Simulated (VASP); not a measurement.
All values below come from PBE0 hybrid, VASP's PBE PAW potentials (set 64) (plane waves; VASP 6.6.1).

Input for VASP

**INCAR**
```
# general
SYSTEM   = CsPbI3
PREC     = Accurate
ENCUT    = 300
LREAL    = F
LASPH    = T
ISYM     = 3

# electronic loop
EDIFF    = 1E-6
NELM     = 100
ALGO     = Normal
LMAXMIX  = 4

# smearing
ISMEAR   = 0
SIGMA    = 0.01

# functional
GGA      = PE
LHFCALC  = T
AEXX     = 0.25
HFRCUT   = -1
PRECFOCK = Fast

# ions
ISIF     = 2

# output
LWAVE    = F
LCHARG   = F
```

POSCAR:
```
CsPbI3
1
    6.3422840000     0.0000000000     0.0000000000
    0.0000000000     6.3422840000     0.0000000000
    0.0000000000     0.0000000000     6.3422840000
Cs Pb I
1 1 3
Direct
  0.5000000000   0.5000000000   0.5000000000
  0.0000000000   0.0000000000   0.0000000000
  0.0000000000   0.0000000000   0.5000000000
  0.5000000000   0.0000000000   0.0000000000
  0.0000000000   0.5000000000   0.0000000000
```

### KPOINTS
```
Automatic mesh
0
Gamma
 3 3 3
```

POTCAR, in this order: Cs_sv Pb_d I (PBE.64 set). Program: vasp_std.

Output

File OSZICAR:
```
       N       E                     dE             d eps       ncg     rms          rms(c)
DAV:   1    -0.713469408848E+04   -0.71347E+04   -0.13688E+04   224   0.927E+02
DAV:   2    -0.742683890133E+04   -0.29214E+03   -0.28464E+03   280   0.260E+02
DAV:   3    -0.745775262240E+04   -0.30914E+02   -0.30835E+02   240   0.103E+02
DAV:   4    -0.745888619212E+04   -0.11336E+01   -0.11325E+01   312   0.248E+01
DAV:   5    -0.185803347235E+02    0.74403E+04   -0.23496E+01   248   0.428E+01    0.720E+00
DAV:   6    -0.184578566284E+02    0.12248E+00   -0.20141E+00   218   0.829E+00    0.594E+00
DAV:   7    -0.184595158747E+02   -0.16592E-02   -0.49520E-01   300   0.311E+00    0.481E+00
DAV:   8    -0.184668987969E+02   -0.73829E-02   -0.56384E-02   268   0.103E+00    0.303E+00
DAV:   9    -0.184659008092E+02    0.99799E-03   -0.71135E-03   246   0.440E-01    0.176E+00
DAV:  10    -0.184652549332E+02    0.64588E-03   -0.19801E-03   246   0.251E-01    0.951E-01
DAV:  11    -0.184652180734E+02    0.36860E-04   -0.81732E-04   222   0.156E-01    0.492E-01
DAV:  12    -0.184652805860E+02   -0.62513E-04   -0.29181E-04   234   0.948E-02    0.248E-01
DAV:  13    -0.184653239073E+02   -0.43321E-04   -0.12099E-04   260   0.595E-02    0.128E-01
DAV:  14    -0.184653494719E+02   -0.25565E-04   -0.63909E-05   236   0.407E-02    0.674E-02
DAV:  15    -0.184653638891E+02   -0.14417E-04   -0.34937E-05   220   0.297E-02    0.374E-02
DAV:  16    -0.184653716667E+02   -0.77776E-05   -0.19132E-05   234   0.210E-02    0.220E-02
DAV:  17    -0.184653756896E+02   -0.40229E-05   -0.10210E-05   196   0.152E-02    0.137E-02
DAV:  18    -0.184653777279E+02   -0.20383E-05   -0.55201E-06   188   0.112E-02    0.915E-03
DAV:  19    -0.184653787513E+02   -0.10234E-05   -0.29347E-06   202   0.803E-03    0.645E-03
DAV:  20    -0.184653792165E+02   -0.46518E-06   -0.14684E-06   148   0.579E-03
   1 F= -.18465379E+02 E0= -.18465379E+02  d E =-.294471E-21
```

OUTCAR:
```
------------------------ aborting loop because EDIFF is reached ----------------------------------------
  FORCE on cell =-STRESS in cart. coord.  units (eV):
  Direction    XX          YY          ZZ          XY          YZ          ZX
  --------------------------------------------------------------------------------------
  Total       -0.5721818     -0.5721818     -0.5721818     -0.0000000     -0.0000000      0.0000000
  in kB       -3.5934165     -3.5934165     -3.5934165     -0.0000000     -0.0000000      0.0000000
  external PRESSURE =      -3.5934165 kB  Pullay stress =       0.0000000 kB
  volume of cell :      255.12
      direct lattice vectors                 reciprocal lattice vectors
     6.342284000  0.000000000  0.000000000     0.157671905  0.000000000  0.000000000
     0.000000000  6.342284000  0.000000000     0.000000000  0.157671905  0.000000000
     0.000000000  0.000000000  6.342284000     0.000000000  0.000000000  0.157671905
 POSITION                                       TOTAL-FORCE (eV/Angst)
 -----------------------------------------------------------------------------------
      3.17114      3.17114      3.17114         0.000000      0.000000      0.000000
      0.00000      0.00000      0.00000         0.000000      0.000000      0.000000
      0.00000      0.00000      3.17114         0.000000      0.000000      0.000000
      3.17114      0.00000      0.00000         0.000000      0.000000      0.000000
      0.00000      3.17114      0.00000         0.000000      0.000000      0.000000
 -----------------------------------------------------------------------------------
    total drift:                                0.000006     -0.000009      0.000006
  FREE ENERGIE OF THE ION-ELECTRON SYSTEM (eV)
  ---------------------------------------------------
  free  energy   TOTEN  =       -18.4653792165 eV

  energy  without entropy=      -18.4653792165  energy(sigma->0) =      -18.46537922

  exchange ACFDT corr.  =         0.00000000  see jH, gK, PRB 81, 115126
```
(Selected blocks of OUTCAR.)

**OUTCAR**
```
 val. band max:       -0.3125554275   @ k =   0.3333   0.3333   0.3333

 cond. band min:       4.6312834014   @ k =   0.3333   0.3333   0.3333


 Fermi energy:        -0.2468417059

 k-point     1 :       0.0000    0.0000    0.0000
  band No.  band energies     occupation
      1     -22.4538      2.00000
      2     -17.6514      2.00000
      3     -17.6514      2.00000
      4     -17.5799      2.00000
      5     -17.5799      2.00000
      6     -17.5799      2.00000
      7     -12.7861      2.00000
      8     -11.9408      2.00000
      9     -11.9408      2.00000
     10      -8.2194      2.00000
     11      -8.2194      2.00000
     12      -8.2194      2.00000
     13      -6.5119      2.00000
     14      -3.2329      2.00000
     15      -3.2329      2.00000
     16      -3.2329      2.00000
     17      -0.9314      2.00000
     18      -0.9314      2.00000
     19      -0.9314      2.00000
     20      -0.7642      2.00000
     21      -0.7642      2.00000
     22      -0.7642      2.00000
     23       5.1689      0.00000
     24       6.2505      0.00000
     25       6.2505      0.00000
     26       6.7037      0.00000

 k-point     2 :       0.3333    0.0000    0.0000
  band No.  band energies     occupation
      1     -22.4536      2.00000
      2     -17.6516      2.00000
      3     -17.6441      2.00000
      4     -17.5805      2.00000
      5     -17.5805      2.00000
      6     -17.5801      2.00000
      7     -12.6416      2.00000
      8     -12.1189      2.00000
      9     -11.9385      2.00000
     10      -8.2150      2.00000
     11      -8.2150      2.00000
     12      -8.2085      2.00000
     13      -7.0727      2.00000
     14      -3.1338      2.00000
     15      -3.1338      2.00000
     16      -1.9039      2.00000
     17      -1.0839      2.00000
     18      -1.0839      2.00000
     19      -1.0368      2.00000
     20      -0.8592      2.00000
     21      -0.8592      2.00000
     22      -0.6324      2.00000
...
```

At this cut-off the stress carries a Pulay error, which pulls relaxed volumes low. Unless said otherwise, spin-orbit coupling is left out, though it shifts the bands of the heavy elements here.

The structure comes from a computed database's CsPbI3 entry; how it stands against other phases isn't given here. The cell was not relaxed at this level. The run is one of a series of settings (HFRCUT = -1, HFSCREEN removed against the base run), some of them coarse on purpose.
